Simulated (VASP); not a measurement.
# H23NO10 in VASP: notebook, part 2 of 2

VASP 6.6.1. The steps go on from the part before.

### Step 3. Single point, PBE

The input, INCAR:

```
  PREC = Accurate
  ENCUT = 520
  EDIFF = 1E-7
  ISMEAR = -1
  SIGMA = 0.02
  LREAL = Auto
  LASPH = T
  NELM = 100
  ALGO = Fast
  ISIF = 2
  LWAVE = F
  LCHARG = F
  GGA = PE
  NBANDS = 67
```

The input, KPOINTS:

```
regular mesh
0
Gamma
  1 1 1
```

The input, POSCAR:

```
H23NO10
1.0
    7.1977620000      0.0000000000      0.0000000000
    0.0000000000      7.1977620000      0.0000000000
    0.0000000000      0.0000000000      7.1977620000
O H N
10 23 1
Direct
    0.1777219086      0.5016420382      0.4155736186
    0.2633179591      0.2523284321      0.6701944299
    0.6760156838      1.0328766080      0.7710591153
    0.7566657525      0.4721606522      0.5627304709
    0.2717372428     -0.0749399605      0.7735043198
    0.4821498683      0.4263547475      1.0914503703
    0.5874881665      1.0080494465      0.3180016233
    0.9563806083      0.8978902053      0.5094500207
    0.2347396316      0.8166427287      0.2547180638
    0.1847935511      0.1728314996      0.2150529567
    0.1842795024      0.6292928274      0.3545824383
    0.0995726172      0.4178243182      0.3530125058
    0.1692470521      0.3447877271      0.7199598986
    0.3602230805      0.3147089331      0.5948515664
    0.6024233644      0.9269270087      0.7674052018
    0.7859665268      0.9956844919      0.8429286770
    0.8493473388      0.4622686885      0.4722440114
    0.8031385311      0.4075294515      0.6608720877
    0.2051609931     -0.1713866060      0.7176397330
    0.2186374042      0.0456113998      0.7858831676
    0.5871686227      0.3351319480      1.0444218634
    0.3888986604      0.3991518475      1.0137873411
    0.6632200398      1.0927146521      0.2462015276
    0.5807360677      0.8976123412      0.2476186348
    0.9763868269      0.9962124338      0.6111066190
    0.8118356789      0.8776061226      0.4994885910
    0.3402585415      0.8443318909      0.3290050435
    0.1585770688      0.9388195942      0.2468406152
    0.2843244886      0.2153308209      0.2894094025
    0.2224302498      0.1861967651      0.0858044487
    0.9894881214      0.5398761448      1.0716664430
    0.9418066338      0.6570653489      0.9025027502
    0.7216687632      0.6193730774      1.0531051180
    0.8783424626      0.5844733405      0.9927808116
```

Potentials or basis: VASP PAW PBE potentials, release 64 (O, H, N).

Launch:

```console
> cat potpaw_PBE.64/O/POTCAR potpaw_PBE.64/H/POTCAR potpaw_PBE.64/N/POTCAR > POTCAR
> mpirun -np 1 vasp_gam > vasp.out
```

OUTCAR:

```text
PREC = Accurate
   ENCUT = 520
   EDIFF = 1E-7
   ISMEAR = -1
   LREAL = Auto
   LASPH = T
   NELM = 100
   ISIF = 2
   GGA = PE

 ion  position               nearest neighbor table
   1  0.178  0.502  0.416-  12 0.94  11 1.02
   2  0.263  0.252  0.670-  14 0.99  13 1.01
   3  0.676  0.033  0.771-  15 0.93  16 0.98
   4  0.757  0.472  0.563-  18 0.91  17 0.94
   5  0.272  0.925  0.774-  19 0.93  20 0.95
   6  0.482  0.426  0.091-  22 0.90  21 1.06
   7  0.587  0.008  0.318-  24 0.94  23 0.97
   8  0.956  0.898  0.509-  25 1.03  26 1.05
   9  0.235  0.817  0.255-  27 0.95  28 1.04
  10  0.185  0.173  0.215-  29 0.95  30 0.97
  11  0.184  0.629  0.355-   1 1.02
  12  0.100  0.418  0.353-   1 0.94
  13  0.169  0.345  0.720-   2 1.01
  14  0.360  0.315  0.595-   2 0.99
  15  0.602  0.927  0.767-   3 0.93
  16  0.786  0.996  0.843-   3 0.98
[... 15 lines left out ...]
  32  0.942  0.657  0.903-  34 0.95
  33  0.722  0.619  0.053-  34 1.23
  34  0.878  0.584  0.993-  32 0.95  31 1.03  33 1.23

  LATTYP: Found a simple cubic cell.
 ALAT       =     7.1977620000

  Lattice vectors:

 A1 = (   7.1977620000,   0.0000000000,   0.0000000000)
 A2 = (   0.0000000000,   7.1977620000,   0.0000000000)
 A3 = (   0.0000000000,   0.0000000000,   7.1977620000)

Analysis of symmetry for initial positions (statically):
=====================================================================
 Subroutine PRICEL returns:
 Original cell was already a primitive cell.

 Routine SETGRP: Setting up the symmetry group for a
 simple cubic supercell.

 Subroutine GETGRP returns: Found  1 space group operations
 (whereof  1 operations were pure point group operations)
 out of a pool of 48 trial point group operations.

The static configuration has the point symmetry C_1 .

Analysis of symmetry for dynamics (positions and initial velocities):
=====================================================================
 Subroutine PRICEL returns:
 Original cell was already a primitive cell.

 Routine SETGRP: Setting up the symmetry group for a
[... 172 lines left out ...]
   LHFCALC =     F    Hartree Fock is set to
   AEXX    =    0.0000 exact exchange contribution
   IVDW    =     0    specifies the selected vdW correction
   LEPSILON=     F    determine dielectric tensor
   LRPA    =     F    only Hartree local field effects (RPA)
 non-spin polarized calculation
 RMM-DIIS sequential band-by-band and
  energy-cutoff  :      520.00
  volume of cell :      372.90
 maximum number of plane-waves:      5030
 NGX is ok and might be reduce to    54
   NGX = 27   NGY = 27   NGZ = 27

 number of electron      87.9999986 magnetization

 Free energy of the ion-electron system (eV)
  ---------------------------------------------------
  ext. energy  EPLUGINS =         0.00000000
  ---------------------------------------------------
  free energy    TOTEN  =      -160.32765282 eV

  energy without entropy =     -160.32765282  energy(sigma->0) =     -160.32765282

 E-fermi :  -2.4891     XC(G=0):  -6.4935

 val. band max:       -3.0062675517   @ k =   0.0000   0.0000   0.0000
 cond. band min:      -0.0241838015   @ k =   0.0000   0.0000   0.0000
 fundamental gap:      2.9820837502
 Fermi energy:        -2.4891276330

 k-point     1 :       0.0000    0.0000    0.0000
  band No.  band energies     occupation
      1     -23.3055      2.00000
      2     -23.1063      2.00000
      3     -22.9500      2.00000
      4     -22.6953      2.00000
      5     -22.5939      2.00000
      6     -22.4177      2.00000
[... 48 lines left out ...]
     55       5.0884      0.00000
     56       5.2964      0.00000
 [bands above 56 left out]

------------------------ aborting loop because EDIFF is reached ----------------------------------------

  FORCE on cell =-STRESS in cart. coord.  units (eV):
  Direction    XX          YY          ZZ          XY          YZ          ZX
  --------------------------------------------------------------------------------------
  -------------------------------------------------------------------------------------
  Total       -3.2366570      7.3728009      8.4387919      6.5178836     -4.1569398      5.7300139
  in kB      -13.9064031     31.6774812     36.2575465     28.0043008    -17.8604284     24.6191930
  external PRESSURE =      18.0095415 kB  Pullay stress =       0.0000000 kB

 VOLUME and BASIS-vectors are now :
 -----------------------------------------------------------------------------
  energy-cutoff  :      520.00
  volume of cell :      372.90
      direct lattice vectors                 reciprocal lattice vectors
     7.197762000  0.000000000  0.000000000     0.138932074  0.000000000  0.000000000
     0.000000000  7.197762000  0.000000000     0.000000000  0.138932074  0.000000000
     0.000000000  0.000000000  7.197762000     0.000000000  0.000000000  0.138932074

 POSITION                                       TOTAL-FORCE (eV/Angst)
 -----------------------------------------------------------------------------------
      1.27920      3.61070      2.99120         0.978871      1.490629      1.261269
      1.89530      1.81620      4.82390        -0.970813      1.204581      1.213097
      4.86580      0.23664      5.54990         2.185563      2.169937      0.808711
      5.44630      3.39850      4.05040        -2.908333      1.884153     -1.699450
      1.95590      6.65836      5.56750         2.513437     -0.850272      1.712070
      3.47040      3.06880      0.65824         6.268451     -0.928811      2.255436
[... 26 lines left out ...]
      5.19440      4.45810      0.38224         4.875551     -0.880924     -1.625340
      6.32210      4.20690      7.14580        -4.065387     -2.181865      3.362180
 -----------------------------------------------------------------------------------
    total drift:                               -0.010589      0.005014      0.003959

  FREE ENERGIE OF THE ION-ELECTRON SYSTEM (eV)
  ---------------------------------------------------
  free  energy   TOTEN  =      -160.3276528242 eV

  energy  without entropy=     -160.3276528242  energy(sigma->0) =     -160.32765282
```

Wall time 38 s (1 thread of Intel Xeon Platinum 8488C (Sapphire Rapids), shared host); peak memory 0.37 GiB.

Results:

```
Free energy            : -160.3277 eV
Pressure               : 1.8 GPa
Largest force          : 6.726 eV/Å
Band gap on the k mesh : 2.98 eV, direct
```

Forces in eV/Å, atoms in the order of the input:
```
O    0.979  1.491  1.261
O   -0.971  1.205  1.213
O    2.186  2.170  0.809
O   -2.908  1.884 -1.699
O    2.513 -0.850  1.712
O    6.268 -0.929  2.255
O   -0.001  1.049  1.065
O   -2.043  0.804  1.250
O   -1.583  0.319 -1.053
O   -1.976 -0.283 -1.324
H   -0.428 -0.551 -0.156
H   -0.784 -0.852 -1.127
H    1.609 -0.526 -1.434
H   -0.906  0.201  0.582
H   -1.909 -1.996 -0.106
H   -0.472  0.033 -0.242
H    1.487  0.145 -1.446
H    1.164 -1.861  3.266
H   -1.599 -0.800 -0.944
H   -0.429  0.550 -0.869
H   -2.020  1.966  0.757
H   -3.834 -0.794 -3.359
H    0.177  0.065  0.014
H    0.022 -1.214 -1.113
H   -0.746 -1.459 -1.857
H    2.747  0.820  0.467
H    0.640  0.660  0.678
H    1.324 -1.500  0.443
H    1.372  0.568  0.689
H    0.183 -0.165  0.351
H   -1.323  0.256  0.862
H    0.453  2.656 -2.681
H    4.876 -0.881 -1.625
N   -4.065 -2.182  3.362
```

Stress tensor (GPa, compression positive):
```
-1.39  2.80  2.46
 2.80  3.17 -1.79
 2.46 -1.79  3.63
```

Levels at points of the mesh, in eV from the valence-band top:
| k point | band 41 | band 42 | band 43 | band 44 | band 45 | band 46 | band 47 | band 48 |
| --- | --- | --- | --- | --- | --- | --- | --- | --- |
| (0.00, 0.00, 0.00) | -0.65 | -0.55 | -0.41 | 0.00 | 2.98 | 5.32 | 5.58 | 5.90 |

### Step 4. Single point, PBE

The input, INCAR:

```
SYSTEM = H23NO10
PREC = Accurate ; ENCUT = 520
EDIFF = 1E-7 ; ISMEAR = -1
SIGMA = 0.02 ; LREAL = Auto
LASPH = .TRUE. ; NELM = 100
ALGO = Normal ; ISIF = 2
LWAVE = .FALSE. ; LCHARG = .FALSE.
GGA = PE ; NBANDS = 67
```

The input, KPOINTS:

```
regular mesh
0
G
  1 1 1
  0 0 0
```

The input, POSCAR:

```
H23NO10
1.0
    7.1977620000      0.0000000000      0.0000000000
    0.0000000000      7.1977620000      0.0000000000
    0.0000000000      0.0000000000      7.1977620000
O H N
10 23 1
Direct
    0.1425304143      0.4980575907      0.4319953897
    0.2886174897      0.2227914732      0.6773355385
    0.7175563738      0.9748724673      0.7865500415
    0.7742545530      0.4666589420      0.5190363338
    0.2757801661     -0.1695943823      0.7839797982
    0.4713131665      0.4685900979      1.0735559192
    0.6634145447      1.0070769220      0.3837164941
    0.9779428661      0.9050452071      0.4961820077
    0.2301131935      0.7979841512      0.3233227217
    0.2314747278      0.1757212867      0.2100930817
    0.2585942686      0.5382923192      0.3978180996
    0.1592995156      0.3914689038      0.3692397720
    0.2116352277      0.3326728503      0.7019959815
    0.2513281212      0.1857105028      0.5514491866
    0.7613199770      1.0949514585      0.8309527323
    0.5842927288      0.9513095876      0.7999292002
    0.8255343814      0.3456768923      0.5507962058
    0.6736121589      0.4955290269      0.6009784708
    0.2717650292     -0.0280920653      0.8093487948
    0.3770338614     -0.1786249670      0.6885473568
    0.3481498833      0.4484727336      1.0337518801
    0.4646166406      0.6158858823      1.0445191158
    0.6162887853      1.0945485555      0.4626715915
    0.7563045291      1.0739727154      0.3248231881
    1.0027283481      1.0145375743      0.5567702850
    0.8620596235      0.9225506484      0.4840254512
    0.3452739893      0.8019159289      0.3880233884
    0.1201345640      0.8215331377      0.4040422565
    0.3531236515      0.2006873803      0.1563819421
    0.2364346029      0.0351498146      0.2032437305
    0.9731636028      0.6618862919      0.8852196002
    0.7836880408      0.4928754243      0.8869562511
    0.8741189275      0.5708024244      1.0730279773
    0.9323036799      0.5258301122      0.9265379989
```

Potentials or basis: VASP PAW PBE potentials, release 64 (O, H, N).

Launch:

```console
> cat potpaw_PBE.64/O/POTCAR potpaw_PBE.64/H/POTCAR potpaw_PBE.64/N/POTCAR > POTCAR
> mpirun -np 1 vasp_gam > vasp.out
```

OUTCAR:

```text
SYSTEM = H23NO10
   PREC = Accurate
   ENCUT = 520
   EDIFF = 1E-7
   ISMEAR = -1
   LREAL = Auto
   LASPH = .TRUE.
   NELM = 100
   ISIF = 2
   GGA = PE

 ion  position               nearest neighbor table
   1  0.143  0.498  0.432-  12 0.90  11 0.92
   2  0.289  0.223  0.677-  13 0.98  14 0.98
   3  0.718  0.975  0.787-  15 0.97  16 0.98
   4  0.774  0.467  0.519-  18 0.96  17 0.97
   5  0.276  0.830  0.784-  20 1.00  19 1.04
   6  0.471  0.469  0.074-  21 0.94  22 1.08
   7  0.663  0.007  0.384-  23 0.91  24 0.93
   8  0.978  0.905  0.496-  26 0.85  25 0.92  28 1.36
   9  0.230  0.798  0.323-  27 0.95  28 1.00
[... 323 lines left out ...]
  Total       15.7057069      4.5470150      5.7974078      0.4788720      2.1766833      0.4766551
  in kB       67.4800855     19.5363994     24.9087530      2.0574894      9.3521911      2.0479644
  external PRESSURE =      37.3084127 kB  Pullay stress =       0.0000000 kB

 VOLUME and BASIS-vectors are now :
 -----------------------------------------------------------------------------
  energy-cutoff  :      520.00
  volume of cell :      372.90
      direct lattice vectors                 reciprocal lattice vectors
     7.197762000  0.000000000  0.000000000     0.138932074  0.000000000  0.000000000
     0.000000000  7.197762000  0.000000000     0.000000000  0.138932074  0.000000000
     0.000000000  0.000000000  7.197762000     0.000000000  0.000000000  0.138932074

 POSITION                                       TOTAL-FORCE (eV/Angst)
 -----------------------------------------------------------------------------------
      1.02590      3.58490      3.10940        -2.645723      1.333664      3.239409
      2.07740      1.60360      4.87530        -0.224948     -0.426876      0.021368
      5.16480      7.01690      5.66140         0.381165     -0.462698     -0.312268
      5.57290      3.35890      3.73590         0.227590     -0.187068     -0.931588
      1.98500      5.97706      5.64290         1.430881      1.849205     -0.111165
      3.39240      3.37280      0.52944         1.163307      4.111530     -0.513209
[... 26 lines left out ...]
      6.29170      4.10850      0.52564         1.975537     -1.213971     -2.633283
      6.71050      3.78480      6.66900        -3.849101      1.355817      3.361458
 -----------------------------------------------------------------------------------
    total drift:                               -0.004593     -0.001575      0.002380

  FREE ENERGIE OF THE ION-ELECTRON SYSTEM (eV)
  ---------------------------------------------------
  free  energy   TOTEN  =      -159.6430661752 eV

  energy  without entropy=     -159.6430661752  energy(sigma->0) =     -159.64306618
```

Run time: 39 s. Hardware: 1 thread of Intel Xeon Platinum 8488C (Sapphire Rapids), shared host; peak memory 0.35 GiB.

Results:

```
Free energy            : -159.6431 eV
Pressure               : 3.7 GPa
Largest force          : 10.511 eV/Å
Band gap on the k mesh : 3.03 eV, direct
```

Forces in eV/Å, atoms in the order of the input:
```
O    -2.646   1.334   3.239
O    -0.225  -0.427   0.021
O     0.381  -0.463  -0.312
O     0.228  -0.187  -0.932
O     1.431   1.849  -0.111
O     1.163   4.112  -0.513
O    -0.968  -3.060  -1.267
O     7.841  -2.408   0.891
O     1.299   0.665  -2.473
O     0.465  -1.385  -0.394
H     2.887   2.416  -0.543
H    -0.661  -5.048  -2.591
H     0.090   0.006  -0.159
H     0.285   0.296   0.124
H    -0.868  -0.107   0.325
H     0.412   0.851   0.504
H    -0.175   0.431   0.330
H    -0.461  -0.265   0.581
H    -0.080  -1.756  -0.574
H    -1.174  -0.039   0.767
H    -1.963  -0.809  -0.494
H     0.601  -3.134   0.895
H    -1.797   2.362   2.466
H     1.856   1.260  -1.913
H     1.782   2.483   1.915
H   -10.418  -0.042  -1.391
H     0.700   0.250   0.516
H     0.251  -0.130   0.170
H     0.114   0.530   0.153
H    -0.557   0.526   0.683
H    -0.868  -1.321  -0.440
H     2.949   1.069  -0.200
H     1.976  -1.214  -2.633
N    -3.849   1.356   3.361
```

PBE gaps usually lie below the measured ones, often by a third to a half.
